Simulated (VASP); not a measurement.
Input of a VASP 6.6.1 run:

Contents of INCAR:

```
  PREC = Accurate
  ENCUT = 600
  EDIFF = 1E-7
  ISMEAR = 0
  SIGMA = 0.1
  LREAL = False
  LASPH = True
  NELM = 80
  ALGO = Fast
  ISIF = 3
  LWAVE = False
  LCHARG = False
  IBRION = 2
  NSW = 90
  EDIFFG = -0.005
```

KPOINTS

```
regular mesh
0
Gamma
  18 18 10
```

POSCAR

```
Ti
1.0
    2.9357319200      0.0000000000      0.0000000000
   -1.4678659600      2.5424184200      0.0000000000
    0.0000000000      0.0000000000      4.6408561500
Ti
2
Direct
    0.3333333300      0.6666666700      0.2500000000
    0.6666666700      0.3333333300      0.7500000000
```

Potentials or basis: VASP PAW LDA potentials, release 64 (Ti_sv).

The run is started by

```console
$ cat potpaw_LDA.64/Ti_sv/POTCAR > POTCAR
$ mpirun -np 1 vasp_std > vasp.out
```

What does it give for the band gap on the k mesh?

None (metal or under the smearing width).

Estimate the relaxed cell.

a = 2.862 Å, b = 2.862 Å, c = 4.533 Å, α = 90.00°, β = 90.00°, γ = 120.00°.

What does it give for the space group after relaxing (to 0.05 Å)?

P6_3/mmc (No. 194).

Final structure:
```yaml
crystal:
  lattice:
    - [2.86221, 0.00000, 0.00000]
    - [-1.43111, 2.47875, 0.00000]
    - [0.00000, 0.00000, 4.53325]
  atoms:
    - { symbol: Ti, position: [0.33333, 0.66667, 0.25000] }
    - { symbol: Ti, position: [0.66667, 0.33333, 0.75000] }
```
